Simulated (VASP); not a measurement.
# TaC (Fm-3m) in VASP: density of states with PBE

Aim: the density of states of TaC with PBE.

All numbers are computed with VASP 6.6.1; they aren't measurements. Logs are shortened: lines on timing, memory, paths and dates and some standing lists are left out, and cuts for length are marked.

## Step 1: The structure

Symmetry: Fm-3m, No. 225, cubic system. Conventional cell: a = 4.478 Å, b = 4.478 Å, c = 4.478 Å, α = 90.00°, β = 90.00°, γ = 90.00°. Ta (site symmetry m-3m) has 6 C at 2.24 Å as nearest neighbours. Around C (site symmetry m-3m) lie 6 Ta at 2.24 Å.

## Step 2: Density of states, PBE

The input, POSCAR:

```
TaC                                     
1.0
    0.0000000000      2.2389093779      2.2389093779
    2.2389093779      0.0000000000      2.2389093779
    2.2389093779      2.2389093779      0.0000000000
  Ta              C             
     1     1
Direct
     0.0000000000000000    0.0000000000000000    0.0000000000000000
     0.5000000000000000    0.5000000000000000    0.5000000000000000
```

The input, INCAR.step1:

```
SYSTEM = TaC
PREC = Accurate
ENCUT = 520
EDIFF = 1E-7
ISMEAR = 0
SIGMA = 0.1
LREAL = .FALSE.
LASPH = .TRUE.
NELM = 60
ALGO = Normal
ISIF = 2
LWAVE = .FALSE.
LCHARG = .TRUE.
LMAXMIX = 4
GGA = PE
```

The input, KPOINTS.step1:

```
Automatic mesh
0
G
  6 6 6
  0 0 0
```

The input, INCAR.step2:

```
SYSTEM = TaC
PREC = Accurate
ENCUT = 520
EDIFF = 1E-7
ISMEAR = -5
SIGMA = 0.1
LREAL = .FALSE.
LASPH = .TRUE.
NELM = 60
ALGO = Normal
ISIF = 2
LWAVE = .FALSE.
LCHARG = .FALSE.
LMAXMIX = 4
GGA = PE
LORBIT = 11
NEDOS = 1001
ICHARG = 11
```

The input, KPOINTS.step2:

```
Automatic mesh
0
G
  9 9 9
  0 0 0
```

Potentials or basis: VASP PAW PBE potentials, release 64 (Ta_pv, C).

The run is started by

```console
> cat potpaw_PBE.64/Ta_pv/POTCAR potpaw_PBE.64/C/POTCAR > POTCAR
> cp INCAR.step1 INCAR
> cp KPOINTS.step1 KPOINTS
> mpirun -np 1 vasp_std > vasp.out
> cp INCAR.step2 INCAR
> cp KPOINTS.step2 KPOINTS
> mpirun -np 1 vasp_std > vasp.out
```

OUTCAR:

```text
SYSTEM = TaC
   PREC = Accurate
   ENCUT = 520
   EDIFF = 1E-7
   ISMEAR = -5
   LREAL = .FALSE.
   LASPH = .TRUE.
   NELM = 60
   ISIF = 2
   GGA = PE
   LORBIT = 11
   ICHARG = 11

 ion  position               nearest neighbor table
   1  0.000  0.000  0.000-   2 2.24   2 2.24   2 2.24   2 2.24   2 2.24   2 2.24
   2  0.500  0.500  0.500-   1 2.24   1 2.24   1 2.24   1 2.24   1 2.24   1 2.24

  LATTYP: Found a face centered cubic cell.
 ALAT       =     4.4778187558

  Lattice vectors:

 A1 = (   0.0000000000,   2.2389093779,   2.2389093779)
 A2 = (   2.2389093779,   0.0000000000,   2.2389093779)
 A3 = (   2.2389093779,   2.2389093779,   0.0000000000)

Analysis of symmetry for initial positions (statically):
=====================================================================
 Subroutine PRICEL returns:
 Original cell was already a primitive cell.

 Routine SETGRP: Setting up the symmetry group for a
 face centered cubic supercell.

 Subroutine GETGRP returns: Found 48 space group operations
 (whereof 48 operations were pure point group operations)
 out of a pool of 48 trial point group operations.

The static configuration has the point symmetry O_h .

Analysis of symmetry for dynamics (positions and initial velocities):
=====================================================================
 Subroutine PRICEL returns:
 Original cell was already a primitive cell.

 Routine SETGRP: Setting up the symmetry group for a
 face centered cubic supercell.

 Subroutine GETGRP returns: Found 48 space group operations
 (whereof 48 operations were pure point group operations)
 out of a pool of 48 trial point group operations.

The dynamic configuration has the point symmetry O_h .

 Subroutine INISYM returns: Found 48 space group operations
 (whereof 48 operations are pure point group operations),
 and found     1 'primitive' translations

----------------------------------------------------------------------------------------

                                     Primitive cell

  volume of cell :      22.4460

  direct lattice vectors                    reciprocal lattice vectors
     0.000000000  2.238909378  2.238909378    -0.223323018  0.223323018  0.223323018
     2.238909378  0.000000000  2.238909378     0.223323018 -0.223323018  0.223323018
     2.238909378  2.238909378  0.000000000     0.223323018  0.223323018 -0.223323018

  length of vectors
     3.166296007  3.166296007  3.166296007     0.386806814  0.386806814  0.386806814

  position of ions in fractional coordinates (direct lattice)
     0.000000000  0.000000000  0.000000000
     0.500000000  0.500000000  0.500000000

  ion indices of the primitive-cell ions
   primitive index   ion index
                 1           1
                 2           2

----------------------------------------------------------------------------------------

 KPOINTS: Automatic mesh

Automatic generation of k-mesh.
 Grid dimensions read from file:
 generate k-points for:    9    9    9

 Generating k-lattice:

  Cartesian coordinates                     Fractional coordinates (reciprocal lattice)
    -0.024813669  0.024813669  0.024813669     0.111111111  0.000000000  0.000000000
     0.024813669 -0.024813669  0.024813669     0.000000000  0.111111111  0.000000000
     0.024813669  0.024813669 -0.024813669     0.000000000  0.000000000  0.111111111

  Length of vectors
     0.042978535  0.042978535  0.042978535

  Shift w.r.t. Gamma in fractional coordinates (k-lattice)
     0.000000000  0.000000000  0.000000000

 TETIRR: Found    115 inequivalent tetrahedra from     4374

 Subroutine IBZKPT returns following result:
 ===========================================

 Found     35 irreducible k-points:

 Following reciprocal coordinates:
            Coordinates               Weight
  0.000000  0.000000  0.000000      1.000000
  0.111111  0.000000  0.000000      8.000000
  0.222222  0.000000  0.000000      8.000000
  0.333333  0.000000  0.000000      8.000000
  0.444444  0.000000  0.000000      8.000000
  0.111111  0.111111  0.000000      6.000000
[... 16 lines left out ...]
 -0.333333  0.333333  0.000000     12.000000
  0.444444  0.444444  0.000000      6.000000
 [... further k-points ...]
   k-points           NKPTS =     35   k-points in BZ     NKDIM =     35   number of bands    NBANDS=     11
   number of dos      NEDOS =   1001   number of ions     NIONS =      2
   total plane-waves  NPLWV =  13824
   dimension x,y,z NGX =    24 NGY =   24 NGZ =   24
   dimension x,y,z NGXF=    48 NGYF=   48 NGZF=   48
   ions per type =               1   1
   NGX,Y,Z   is equivalent  to a cutoff of  12.60, 12.60, 12.60 a.u.
   NGXF,Y,Z  is equivalent  to a cutoff of  25.20, 25.20, 25.20 a.u.
 SYSTEM =  TaC
   PREC   = accura    normal or accurate (medium, high low for compatibility)
   ISTART =      0    job   : 0-new  1-cont  2-samecut
   ICHARG =     11    charge: 1-file 2-atom 10-const
   ISPIN  =      1    spin polarized calculation?
   LNONCOLLINEAR =      F non collinear calculations
   LSORBIT =      F    spin-orbit coupling
   LASPH  =      T    aspherical Exc in radial PAW
   ENCUT  =  520.0 eV  38.22 Ry    6.18 a.u.   5.89  5.89  5.89*2*pi/ulx,y,z
   NELM   =     60;   NELMIN=  2; NELMDL=  0     # of ELM steps
   EDIFF  = 0.1E-06   stopping-criterion for ELM
   LREAL  =      F    real-space projection
   EDIFFG = 0.1E-05   stopping-criterion for IOM
   NSW    =      0    number of steps for IOM
   IBRION =     -1    ionic relax: 0-MD 1-quasi-New 2-CG
   NFREE  =      0    steps in history (QN), initial steepest desc. (CG)
   ISIF   =      2    stress and relaxation
   ISYM   =      2    0-nonsym 1-usesym 2-fastsym
   POTIM  = 0.5000    time-step for ionic-motion
   TEBEG  =    0.0;   TEEND  =   0.0 temperature during run
   PSTRESS=    0.0 pullay stress
   NELECT =      15.0000    total number of electrons
   NUPDOWN=      -1.0000    fix difference up-down
   EMIN   =  10.00;   EMAX   =-10.00  energy-range for DOS
   EFERMI =   0.00;   METHOD = LEGACY
   ISMEAR =    -5;   SIGMA  =   0.10  broadening in eV -4-tet -1-fermi 0-gaus
   EFERMI_NEDOS =   21; number of points for ismear=-14 and -15
   IALGO  =     38    algorithm
   IMIX   =      4    mixing-type and parameters
     AMIX     =   0.40;   BMIX     =  1.00
     AMIX_MAG =   1.60;   BMIX_MAG =  1.00
  volume/ion in A,a.u.               =      11.22        75.74
  Fermi-wavevector in a.u.,A,eV,Ry     =   1.431283  2.704732 27.872487  2.048570
  Thomas-Fermi vector in A             =   2.551036
   LORBIT       =     11    0 simple, 1 ext, 2 COOP (PROOUT), +10 PAW based schemes
   GGA     = PE    functional components
   LHFCALC =     F    Hartree Fock is set to
   AEXX    =    0.0000 exact exchange contribution
   IVDW    =     0    specifies the selected vdW correction
   LEPSILON=     F    determine dielectric tensor
   LRPA    =     F    only Hartree local field effects (RPA)
 non-spin polarized calculation
 Fermi weights with tetrahedron method with Bloechl corrections
  energy-cutoff  :      520.00
  volume of cell :       22.45
 maximum number of plane-waves:       620

 number of electron      14.9999998 magnetization

 Free energy of the ion-electron system (eV)
  ---------------------------------------------------
  ext. energy  EPLUGINS =         0.00000000
  ---------------------------------------------------
  free energy    TOTEN  =       -22.20950972 eV

  energy without entropy =      -22.20950972  energy(sigma->0) =      -22.20950972

 E-fermi :   8.3125     XC(G=0): -13.1212

 val. band max:        8.3911830190   @ k =   0.2222   0.0000   0.0000
 cond. band min:       8.3911830949   @ k =   0.2222   0.0000   0.0000
 fundamental gap:      0.0000000759
 Fermi energy:         8.3125085895

 k-point     1 :       0.0000    0.0000    0.0000
  band No.  band energies     occupation
      1     -26.8291      2.00000
      2     -26.8291      2.00000
      3     -26.8291      2.00000
      4      -6.4879      2.00000
      5       6.9539      2.00000
      6       6.9539      2.00000
      7       6.9539      2.00000
      8       7.7377      2.00000
      9       7.7377      1.93887
     10       7.7377      1.89056
     11       8.8998      0.00000

 k-point     2 :       0.1111    0.0000    0.0000
  band No.  band energies     occupation
      1     -26.9125      2.00000
      2     -26.8375      2.00000
      3     -26.8375      2.00000
      4      -6.1508      2.00000
      5       5.5495      2.00000
      6       6.0107      2.00000
      7       6.0107      2.00000
      8       7.5297      2.00020
      9       7.5297      1.85300
     10       8.4489      0.10714
     11      10.7265      0.00000

 k-point     3 :       0.2222    0.0000    0.0000
  band No.  band energies     occupation
      1     -27.1181      2.00000
      2     -26.8588      2.00000
      3     -26.8588      2.00000
      4      -5.2180      2.00000
      5       3.5496      2.00000
      6       4.5071      2.00000
      7       4.5071      2.00000
      8       8.3912      1.55142
      9       8.3912      0.14291
     10       9.0728      0.00000
     11      13.2775      0.00000
[... 267 lines left out ...]
 k-point    23 :      -0.3333    0.3333    0.0000
  band No.  band energies     occupation
      1     -27.2784      2.00000
      2     -27.2579      2.00000
      3     -26.9725      2.00000
      4      -3.2378      2.00000
      5       1.5812      2.00000
      6       3.2859      2.00000
      7       3.8048      2.00000
      8       8.8357      0.14084
      9      10.7376      0.00000
     10      11.9588      0.00000
     11      13.9116      0.00000

 k-point    24 :       0.4444    0.4444    0.0000
  band No.  band energies     occupation
      1     -27.4130      2.00000
      2     -27.0582      2.00000
      3     -27.0582      2.00000
      4      -4.3651      2.00000
      5       3.3479      2.00000
      6       3.8641      2.00000
      7       6.3796      2.00000
      8       6.3796      2.00000
      9      10.7476      0.00000
     10      12.3104      0.00000
     11      12.3104      0.00000

 [... further k-points ...]

------------------------ aborting loop because EDIFF is reached ----------------------------------------

  FORCE on cell =-STRESS in cart. coord.  units (eV):
  Direction    XX          YY          ZZ          XY          YZ          ZX
  --------------------------------------------------------------------------------------
  -------------------------------------------------------------------------------------
  Total       -0.1387168     -0.1387168     -0.1387168      0.0000000     -0.0000000      0.0000000
  in kB       -9.9014764     -9.9014764     -9.9014764      0.0000000     -0.0000000      0.0000000
  external PRESSURE =      -9.9014764 kB  Pullay stress =       0.0000000 kB

 VOLUME and BASIS-vectors are now :
 -----------------------------------------------------------------------------
  energy-cutoff  :      520.00
  volume of cell :       22.45
      direct lattice vectors                 reciprocal lattice vectors
     0.000000000  2.238909378  2.238909378    -0.223323018  0.223323018  0.223323018
     2.238909378  0.000000000  2.238909378     0.223323018 -0.223323018  0.223323018
     2.238909378  2.238909378  0.000000000     0.223323018  0.223323018 -0.223323018

 POSITION                                       TOTAL-FORCE (eV/Angst)
 -----------------------------------------------------------------------------------
      0.00000      0.00000      0.00000        -0.000000     -0.000000     -0.000000
      2.23891      2.23891      2.23891         0.000000      0.000000      0.000000
 -----------------------------------------------------------------------------------
    total drift:                                0.000000     -0.000000     -0.000000

  FREE ENERGIE OF THE ION-ELECTRON SYSTEM (eV)
  ---------------------------------------------------
  free  energy   TOTEN  =       -22.2095097246 eV

  energy  without entropy=      -22.2095097246  energy(sigma->0) =      -22.20950972

 total charge

# of ion       s       p       d       tot
------------------------------------------
    1        0.297   6.264   2.354   8.915
    2        0.865   1.584   0.000   2.449
--------------------------------------------------
tot          1.162   7.848   2.354  11.364
```

Wall time 6.2 s (1 thread of Intel Xeon 6975P-C (Granite Rapids), shared host); peak memory 0.13 GiB.

What came out:

| Item | Value |
| --- | --- |
| Valence electrons inside the program's atomic spheres | Ta 8.91; C 2.45 |

States per cell in windows of 1 eV (zero at the Fermi level; states under -8 eV left out):
| from (eV) | total | Ta1_d | C2_p | Ta1_p | Ta1_s | C2_s | C2_d |
| --- | --- | --- | --- | --- | --- | --- | --- |
| -8.0 | 0.48 | 0.10 | 0.09 | 0.01 | 0.06 | 0.01 | 0.00 |
| -7.0 | 0.85 | 0.18 | 0.18 | 0.03 | 0.07 | 0.02 | 0.00 |
| -6.0 | 1.34 | 0.38 | 0.31 | 0.08 | 0.02 | 0.01 | 0.00 |
| -5.0 | 2.36 | 0.78 | 0.55 | 0.12 | 0.01 | 0.01 | 0.00 |
| -4.0 | 0.70 | 0.23 | 0.19 | 0.03 | 0.00 | 0.00 | 0.00 |
| -3.0 | 0.27 | 0.08 | 0.08 | 0.01 | 0.00 | 0.00 | 0.00 |
| -2.0 | 0.39 | 0.14 | 0.08 | 0.01 | 0.00 | 0.00 | 0.00 |
| -1.0 | 0.60 | 0.30 | 0.08 | 0.01 | 0.01 | 0.00 | 0.00 |
| 0.0 | 0.86 | 0.49 | 0.10 | 0.01 | 0.01 | 0.01 | 0.00 |
| 1.0 | 0.81 | 0.52 | 0.08 | 0.00 | 0.01 | 0.01 | 0.00 |
| 2.0 | 1.74 | 1.24 | 0.14 | 0.01 | 0.02 | 0.01 | 0.00 |
| 3.0 | 1.95 | 1.39 | 0.20 | 0.01 | 0.05 | 0.01 | 0.00 |
| 4.0 | 0.59 | 0.37 | 0.07 | 0.01 | 0.02 | 0.02 | 0.00 |
| 5.0 | 0.59 | 0.33 | 0.06 | 0.02 | 0.04 | 0.03 | 0.00 |
| 6.0 | 0.47 | 0.19 | 0.05 | 0.03 | 0.01 | 0.03 | 0.00 |
| 7.0 | 0.01 | 0.00 | 0.00 | 0.00 | 0.00 | 0.00 | 0.00 |

Caveat: the k mesh is coarse (spacing up to 0.41 Å⁻¹), so the values aren't converged; tetrahedron occupations give inexact forces and stress in metals.
